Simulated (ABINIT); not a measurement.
# InP (F-43m) in ABINIT: a series of runs, part 2 of 2

ABINIT 10.8.3 (patched build).

### Step 4. Single point, LDA

run.abi

```
pp_dirpath "./"
pseudos "In.upf, P.upf"

acell 4.1443528445 4.1443528445 4.1443528445 Angstrom
rprim
     0.0000000000     0.7071067812     0.7071067812
     0.7071067812     0.0000000000     0.7071067812
     0.7071067812     0.7071067812     0.0000000000
ntypat 2
znucl 49 15
natom 2
typat 1 2
xred
     0.0000000000     0.0000000000     0.0000000000
     0.7500000000     0.7500000000     0.7500000000

ecut 31.0

kptopt 1
ngkpt 6 6 6
nshiftk 1
shiftk 0.0 0.0 0.0

ixc 7

nband 13
occopt 3
tsmear 0.05 eV

nstep 100
tolvrs 1.0e-10

iomode 3
prtwf 0
prtden 0
prteig 0
prtebands 0
enunit 1
```

Potentials or basis: PseudoDojo NC SR LDA v0.4.1 standard.

Run with:

```bash
> abinit run.abi > log 2>&1
```

run.abo:

```text
.Version 10.8.3 of ABINIT
 Symmetries : space group F-4 3 m (#216); Bravais cF (face-center cubic)
================================================================================
 Values of the parameters that define the memory need of the present run
     intxc =       0    ionmov =       0      iscf =       7    lmnmax =       6
     lnmax =       6     mgfft =      40  mpssoang =       3    mqgrid =    3001
     natom =       2  nloc_mem =       1    nspden =       1   nspinor =       1
    nsppol =       1      nsym =      24    n1xccc =    2501    ntypat =       2
    occopt =       3   xclevel =       1
       mpw =        2822          nfft =       64000          nkpt =          16
================================================================================
================================================================================

--------------------------------------------------------------------------------
------------- Echo of variables that govern the present computation ------------
[... 196 lines left out ...]
- sigma(3 3)=  1.92010974E+00  sigma(2 1)=  0.00000000E+00

== END DATASET(S) ==============================================================
================================================================================

 -outvars: echo values of variables after computation  --------
            acell      7.8316918452E+00  7.8316918452E+00  7.8316918452E+00 Bohr
           etotal     -7.3218303342E+01
            fcart      3.7986438112E-31 -1.1395931434E-30  3.7986438112E-31
                      -3.7986438112E-31  1.1395931434E-30 -3.7986438112E-31
            rprim      0.0000000000E+00  7.0710678120E-01  7.0710678120E-01
                       7.0710678120E-01  0.0000000000E+00  7.0710678120E-01
                       7.0710678120E-01  7.0710678120E-01  0.0000000000E+00
           strten      6.5263203575E-05  6.5263203575E-05  6.5263203575E-05
                       0.0000000000E+00  0.0000000000E+00  0.0000000000E+00
           xangst      0.0000000000E+00  0.0000000000E+00  0.0000000000E+00
                       4.3957500000E+00  4.3957500000E+00  4.3957500000E+00
             xred      0.0000000000E+00  0.0000000000E+00  0.0000000000E+00
                       7.5000000000E-01  7.5000000000E-01  7.5000000000E-01
 Calculation completed.
```

It took 19 s on 1 thread of Arm Neoverse V1, shared host; peak memory 0.07 GiB.

What came out:

```
Free energy                                           : -1992.3715 eV
Band gap on the k mesh                                : 0.48 eV, direct
Valence electrons inside the program's atomic spheres : In 9.93; P 2.77
```

Levels at points of the mesh, in eV from the valence-band top:
| k point | band 6 | band 7 | band 8 | band 9 | band 10 | band 11 | band 12 | band 13 |
| --- | --- | --- | --- | --- | --- | --- | --- | --- |
| (0.00, 0.00, 0.00) | -11.56 | 0.00 | 0.00 | 0.00 | 0.48 | 3.96 | 3.96 | 3.96 |
| (0.50, 0.00, 0.00) | -9.81 | -5.84 | -0.99 | -0.99 | 1.31 | 4.70 | 4.70 | 6.92 |
| (0.50, 0.50, 0.00) | -9.14 | -5.88 | -2.36 | -2.36 | 1.60 | 2.11 | 9.01 | 9.41 |

Caveat: the cutoff is too short for stress, so the log's stress isn't used; spin-orbit coupling is left out, which moves the levels of the heavy elements.

### Step 5. Single point, PBE

run.abi

```
# Pseudopotentials
pp_dirpath "./"
pseudos "In.upf, P.upf"

# Structure
acell 3*1.0 Angstrom
rprim
     0.0000000000     2.9305000000     2.9305000000
     2.9305000000     0.0000000000     2.9305000000
     2.9305000000     2.9305000000     0.0000000000
ntypat 2
znucl 49 15
natom 2
typat 1 2
xred
     0.0000000000     0.0000000000     0.0000000000
     0.7500000000     0.7500000000     0.7500000000

# Plane-wave basis
ecut 31.0

# k points
kptopt 1
ngkpt 6 6 6
nshiftk 1
shiftk 0.0 0.0 0.0

# Exchange and correlation
ixc 11

# Bands and occupations
nband 13
occopt 3
tsmear 0.05 eV

# SCF cycle
nstep 100
tolvrs 1.0e-10

# Output
iomode 3
prtwf 0
prtden 0
prteig 0
prtebands 0
```

Potentials or basis: PseudoDojo NC SR PBE v0.4.1 standard.

Run with:

```bash
> abinit run.abi > log 2>&1
```

run.abo:

```text
.Version 10.8.3 of ABINIT
 Symmetries : space group F-4 3 m (#216); Bravais cF (face-center cubic)
================================================================================
 Values of the parameters that define the memory need of the present run
     intxc =       0    ionmov =       0      iscf =       7    lmnmax =       6
     lnmax =       6     mgfft =      40  mpssoang =       3    mqgrid =    3001
     natom =       2  nloc_mem =       1    nspden =       1   nspinor =       1
    nsppol =       1      nsym =      24    n1xccc =    2501    ntypat =       2
    occopt =       3   xclevel =       2
       mpw =        2822          nfft =       64000          nkpt =          16
================================================================================
================================================================================

--------------------------------------------------------------------------------
------------- Echo of variables that govern the present computation ------------
[... 200 lines left out ...]
- sigma(3 3)= -2.84821019E+00  sigma(2 1)=  0.00000000E+00

== END DATASET(S) ==============================================================
================================================================================

 -outvars: echo values of variables after computation  --------
            acell      1.8897261259E+00  1.8897261259E+00  1.8897261259E+00 Bohr
           etotal     -7.3392925748E+01
            fcart      3.0389150490E-30  3.0389150490E-30 -9.1167451470E-30
                      -3.0389150490E-30 -3.0389150490E-30  9.1167451470E-30
            rprim      0.0000000000E+00  2.9305000000E+00  2.9305000000E+00
                       2.9305000000E+00  0.0000000000E+00  2.9305000000E+00
                       2.9305000000E+00  2.9305000000E+00  0.0000000000E+00
           strten     -9.6808696721E-05 -9.6808696721E-05 -9.6808696721E-05
                       0.0000000000E+00  0.0000000000E+00  0.0000000000E+00
           xangst      0.0000000000E+00  0.0000000000E+00  0.0000000000E+00
                       4.3957500000E+00  4.3957500000E+00  4.3957500000E+00
             xred      0.0000000000E+00  0.0000000000E+00  0.0000000000E+00
                       7.5000000000E-01  7.5000000000E-01  7.5000000000E-01
 Calculation completed.
```

Wall time 23 s (1 thread of Arm Neoverse V1, shared host); peak memory 0.08 GiB.

Results:

```yaml
Free_energy: -1997.1233 eV
Band_gap_on_the_k_mesh: 0.71 eV, direct
Valence_electrons_inside_the_program's_atomic_spheres: In 9.92; P 2.78
```

Caveat: the cutoff is too short for stress, so the log's stress isn't used; spin-orbit coupling is left out, which moves the levels of the heavy elements.

### Step 6. Overview

| task | level | potentials or basis | cell | cell freedom (optcell) | optimiser (ionmov) | cutoff smearing ecutsm (Ha) | force stop (Ha/bohr) | gap on the mesh (eV) | pressure (GPa) |
| --- | --- | --- | --- | --- | --- | --- | --- | --- | --- |
| relaxation of cell and atoms | PBEsol | PseudoDojo NC SR PBEsol v0.4.1 standard | relaxed | 2 | 22 | 0.5 | 2e-05 | 0.56 | 0.0 |
| single point | PBEsol | PseudoDojo NC SR PBEsol v0.4.1 standard | cell relaxed | - | - | - | - | 0.56 | -0.5 |
| single point | LDA | PseudoDojo NC SR LDA v0.4.1 standard | as given | - | - | - | - | 0.48 | - |
| single point | PBE | PseudoDojo NC SR PBE v0.4.1 standard | as given | - | - | - | - | 0.71 | - |

Alike in all rows: no spin polarisation; k mesh 6 × 6 × 6; cutoff (eV) 844; smearing fermi-dirac 0.05 eV.

Caveats: spin-orbit coupling is left out, which moves the levels of the heavy elements.

Absolute energies hang on the potentials; compare differences alone.

### Step 7. How close it comes

Step 4. Against the measured gap of InP, 1.4236 eV (direct; 1.6 K; a printed reference work, data compilation), the calculated 0.48 eV is off by -0.94 eV. Spin-orbit coupling on In is left out. The value is that of LDA, without temperature or zero-point motion. Semilocal functionals fall short of measured gaps as a rule.

Step 5. A measured gap of InP is 1.4236 eV (direct; 1.6 K; a printed reference work, data compilation); the calculated 0.71 eV misses it by -0.71 eV. Spin-orbit coupling on In is left out. The value is that of PBE, without temperature or zero-point motion. Semilocal functionals fall short of measured gaps as a rule.
